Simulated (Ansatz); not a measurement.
# GaAs (F-43m): the equilibrium volume

At what volume is GaAs (F-43m) free of pressure?

Computed with Ansatz 0.2.0 (DFT PBE, scalar-relativistic, plane waves, PAW, unless a step's input says otherwise).

## Step 1: The structure to begin with

The structure is cubic, space group F-43m (No. 216). Conventional cell: a = 5.672 Å, b = 5.672 Å, c = 5.672 Å, α = 90.00°, β = 90.00°, γ = 90.00°. Around Ga (site symmetry -43m) lie 4 As at 2.46 Å. As (site symmetry -43m) is surrounded by 4 Ga at 2.46 Å.

Coordinates:

```xyz
2
Lattice="0.0000 2.8362 2.8362 2.8362 0.0000 2.8362 2.8362 2.8362 0.0000" Properties=species:S:1:pos:R:3 pbc="T T T"
Ga    0.0000    0.0000    0.0000
As    4.2544    4.2544    4.2544
```

## Step 2: At the starting volume

The input, input.yaml:

```yaml
crystal:
  lattice:
    - [0.0, 2.8362415972, 2.8362415972]
    - [2.8362415972, 0.0, 2.8362415972]
    - [2.8362415972, 2.8362415972, 0.0]
  atoms:
    - { symbol: Ga, position: [0.0, 0.0, 0.0] }
    - { symbol: As, position: [0.75, 0.75, 0.75] }
basis:
  ecutwfc: 420
  ecutrho_ratio: 4
kpoints:
  mp_grid: { grid: [10, 10, 10] }
hamiltonian:
  xc: pbe
scf:
  occupations: { method: gaussian, width: 0.05 }
output:
  forces: true
  stress: true
  eigenvalues: true
```

Run with:

```bash
ansatz run input.yaml --threads 8 --pin off --max-ram 15360MiB --backend cpu --events-out ev --progress --plain --runs-dir out
```

Output (excerpt; [...] marks lines left out):

```text
Warning: RAYON_NUM_THREADS=8 ignored (pool sized by the plan → 8); use --threads N
[...]
Pseudopotentials: kind: paw
Pseudopotential: Ga, paw, valence charge 13, recommended cutoff 420 eV (normal), Ga.paw.azcp
Pseudopotential: As, paw, valence charge 15, recommended cutoff 420 eV (normal), As.paw.azcp
Functional definition: PBE
[...]
Crystal: 2 atoms, lattice volume = 45.631 Å³
Basis set: ecut = 420 eV, 893 PW (Γ), exchange–correlation on 54×54×54 points (8 copies of the dense FFT grid, shifted against one another)
Bands: 18, of which v1, the nominal top of the filled ones, is band 14 counted from 1 (13 counted from 0)
Symmetry: 24 space group operations
Space group: F-43m (ITA 216), of the structure as read, at distance tolerance 3.6e-5 Å
k-points: 47 of 1000 (time reversal used)
[...]
SCF iter   1: F=—  HF=-8639.847166 eV  |F-HF|=—  |Δ(HF+E_count)|=         —  Δρ=1.85e-3  dr2=2.70e-3  ethr=1.77e-3  ⟨swp⟩=5.9  Hψ=4074  notcnv=0
[...]
SCF iter   6: F=-8639.846006 eV  HF=-8639.846006 eV  |F-HF|=9.64e-11  |Δ(HF+E_count)|=   5.96e-7  Δρ=5.73e-6  dr2=2.49e-8  ethr=3.57e-10  ⟨swp⟩=3.1  Hψ=3626  notcnv=0
[...]
SCF converged after 6 iterations
Free energy (F): -8639.846006 eV
[...]
E sigma→0 (E₀):  -8639.846006 eV
Fermi energy:    8.271586 eV
[...]
--- Forces (eV/Å), atoms counted from 1 ---
  atom   1  Ga    -0.00000000     0.00000000     0.00000000
  atom   2  As     0.00000000    -0.00000000    -0.00000000
[...]
--- Stress (GPa, compression-positive) ---
        2.546075       0.000000      -0.000000
        0.000000       2.546075       0.000000
       -0.000000       0.000000       2.546075
  P = ⅓ Tr σ = 2.5461 GPa (25.461 kbar)
--- Band table (eV; the first three rows and the last of 47) ---
  k-point 0: bands = ["-27.0775", "-27.0775", "-27.0775", "-27.0681", "-27.0681", "-6.7154", "-6.7154", "-6.7154", "-6.6389", "-6.6389", "-4.6087", "8.0477", "8.0477", "8.0477", "8.4894", "11.7855", "11.7855", "11.7855"]
[...]
```

It took 0.29 s on 8 threads of AMD EPYC 9R45 (Zen 5), shared host; peak memory 0.47 GiB.

In short: volume 22.815 Å³/atom, pressure 2.55 GPa, mesh gap 0.44 eV.

## Step 3: Next volume: 23.203 Å³/atom

input.yaml: that of step 2 with these lines changed.

```diff
@@ -2,5 +2,5 @@
   lattice:
-    - [0.0, 2.8362415972, 2.8362415972]
-    - [2.8362415972, 0.0, 2.8362415972]
-    - [2.8362415972, 2.8362415972, 0.0]
+    - [0.0, 2.852198948, 2.852198948]
+    - [2.852198948, 0.0, 2.852198948]
+    - [2.852198948, 2.852198948, 0.0]
   atoms:
```

Run with:

```bash
ansatz run input.yaml --threads 8 --pin off --max-ram 15360MiB --backend cpu --events-out ev --progress --plain --runs-dir out
```

Output (excerpt; [...] marks lines left out):

```text
Warning: RAYON_NUM_THREADS=8 ignored (pool sized by the plan → 8); use --threads N
[...]
[... 4 set-up lines as earlier in the session ...]
[...]
Crystal: 2 atoms, lattice volume = 46.405 Å³
Basis set: ecut = 420 eV, 893 PW (Γ), exchange–correlation on 54×54×54 points (8 copies of the dense FFT grid, shifted against one another)
Bands: 18, of which v1, the nominal top of the filled ones, is band 14 counted from 1 (13 counted from 0)
[... 2 set-up lines as earlier in the session ...]
k-points: 47 of 1000 (time reversal used)
[...]
SCF iter   1: F=—  HF=-8639.856594 eV  |F-HF|=—  |Δ(HF+E_count)|=         —  Δρ=1.87e-3  dr2=2.84e-3  ethr=1.77e-3  ⟨swp⟩=5.9  Hψ=4077  notcnv=0
[...]
SCF iter   6: F=-8639.855421 eV  HF=-8639.855421 eV  |F-HF|=1.75e-9  |Δ(HF+E_count)|=   6.54e-7  Δρ=5.78e-6  dr2=2.69e-8  ethr=3.57e-10  ⟨swp⟩=3.1  Hψ=3660  notcnv=0
[...]
SCF converged after 6 iterations
Free energy (F): -8639.855421 eV
[...]
E sigma→0 (E₀):  -8639.855421 eV
Fermi energy:    7.985804 eV
[...]
--- Forces (eV/Å), atoms counted from 1 ---
  atom   1  Ga    -0.00000000     0.00000000    -0.00000000
  atom   2  As     0.00000000     0.00000000    -0.00000000
[...]
--- Stress (GPa, compression-positive) ---
        1.368321      -0.000000       0.000000
        0.000000       1.368321       0.000000
       -0.000000       0.000000       1.368321
  P = ⅓ Tr σ = 1.3683 GPa (13.683 kbar)
--- Band table (eV; the first three rows and the last of 47) ---
  k-point 0: bands = ["-27.2842", "-27.2842", "-27.2842", "-27.2754", "-27.2754", "-6.9125", "-6.9125", "-6.9125", "-6.8399", "-6.8399", "-4.7153", "7.8231", "7.8231", "7.8231", "8.1402", "11.5558", "11.5558", "11.5558"]
[...]
```

Run time: 0.27 s. Hardware: 8 threads of AMD EPYC 9R45 (Zen 5), shared host; peak memory 0.47 GiB.

This gives: volume 23.203 Å³/atom, pressure 1.37 GPa, gap on the mesh 0.32 eV.

## Step 4: Next volume: 23.702 Å³/atom

input.yaml: that of step 3 with these lines changed.

```diff
@@ -2,5 +2,5 @@
   lattice:
-    - [0.0, 2.852198948, 2.852198948]
-    - [2.852198948, 0.0, 2.852198948]
-    - [2.852198948, 2.852198948, 0.0]
+    - [0.0, 2.8725251716, 2.8725251716]
+    - [2.8725251716, 0.0, 2.8725251716]
+    - [2.8725251716, 2.8725251716, 0.0]
   atoms:
```

Run with:

```bash
ansatz run input.yaml --threads 8 --pin off --max-ram 15360MiB --backend cpu --events-out ev --progress --plain --runs-dir out
```

Output (excerpt; [...] marks lines left out):

```text
Warning: RAYON_NUM_THREADS=8 ignored (pool sized by the plan → 8); use --threads N
[...]
[... 4 set-up lines as earlier in the session ...]
[...]
Crystal: 2 atoms, lattice volume = 47.405 Å³
Basis set: ecut = 420 eV, 941 PW (Γ), exchange–correlation on 60×60×60 points (8 copies of the dense FFT grid, shifted against one another)
Bands: 18, of which v1, the nominal top of the filled ones, is band 14 counted from 1 (13 counted from 0)
[... 2 set-up lines as earlier in the session ...]
k-points: 47 of 1000 (time reversal used)
[...]
SCF iter   1: F=—  HF=-8639.860771 eV  |F-HF|=—  |Δ(HF+E_count)|=         —  Δρ=1.88e-3  dr2=3.00e-3  ethr=1.77e-3  ⟨swp⟩=5.9  Hψ=4063  notcnv=0
[...]
SCF iter   6: F=-8639.859609 eV  HF=-8639.859609 eV  |F-HF|=7.68e-9  |Δ(HF+E_count)|=   6.37e-7  Δρ=4.71e-6  dr2=1.15e-8  ethr=3.57e-10  ⟨swp⟩=5.6  Hψ=3859  notcnv=0
[...]
SCF converged after 6 iterations
Free energy (F): -8639.859609 eV
[...]
E sigma→0 (E₀):  -8639.859605 eV
Entropy (-TS):   -0.000007 eV (-0.004 meV/atom)
Fermi energy:    7.632787 eV
[...]
--- Forces (eV/Å), atoms counted from 1 ---
  atom   1  Ga    -0.00000000     0.00000000     0.00000000
  atom   2  As     0.00000000    -0.00000000    -0.00000000
[...]
--- Stress (GPa, compression-positive) ---
        0.003341       0.000000      -0.000000
        0.000000       0.003341       0.000000
       -0.000000       0.000000       0.003341
  P = ⅓ Tr σ = 0.0033 GPa (0.033 kbar)
--- Band table (eV; the first three rows and the last of 47) ---
  k-point 0: bands = ["-27.5421", "-27.5421", "-27.5421", "-27.5340", "-27.5340", "-7.1585", "-7.1585", "-7.1585", "-7.0907", "-7.0907", "-4.8483", "7.5445", "7.5445", "7.5445", "7.7063", "11.2701", "11.2701", "11.2701"]
[...]
```

Run time: 0.27 s. Hardware: 8 threads of AMD EPYC 9R45 (Zen 5), shared host; peak memory 0.47 GiB.

This gives: volume 23.702 Å³/atom, pressure 0.00 GPa, mesh gap 0.16 eV.

## Step 5: The volume search in one table

| step | level | mesh | relaxed | volume (Å³/atom) | pressure (GPa) |
| --- | --- | --- | --- | --- | --- |
| 2 | PBE | 10×10×10 | nothing | 22.815 | 2.55 |
| 3 | PBE | 10×10×10 | nothing | 23.203 | 1.37 |
| 4 | PBE | 10×10×10 | nothing | 23.702 | 0.00 |

How the cell compares, before and after:

| cell as typed | before | after | change |
| --- | --- | --- | --- |
| a (Å) | 4.011 | 4.062 | +1.3 % |
| b (Å) | 4.011 | 4.062 | +1.3 % |
| c (Å) | 4.011 | 4.062 | +1.3 % |
| volume (Å³/atom) | 22.815 | 23.702 | +3.9 % |
| shortest distance (Å) | 2.456 | 2.488 | +1.3 % |
| space group | F-43m | F-43m | same |

## Step 6: Outcome

| quantity | value |
| --- | --- |
| volume | 23.702 Å³/atom |
| pressure | 0.00 GPa |
| conventional cell | a = 5.745 Å, b = 5.745 Å, c = 5.745 Å, α = 90.00°, β = 90.00°, γ = 90.00° |
| gap on the mesh | 0.16 eV |

From the first run shown, the volume went from 22.82 to 23.70 Å³/atom (+3.9 %) in 3 runs, where the pressure is zero within 0.01 GPa.

The gaps are Kohn-Sham values of a semilocal functional, not quasiparticle or optical gaps. Such gaps usually fall short of the measured ones.
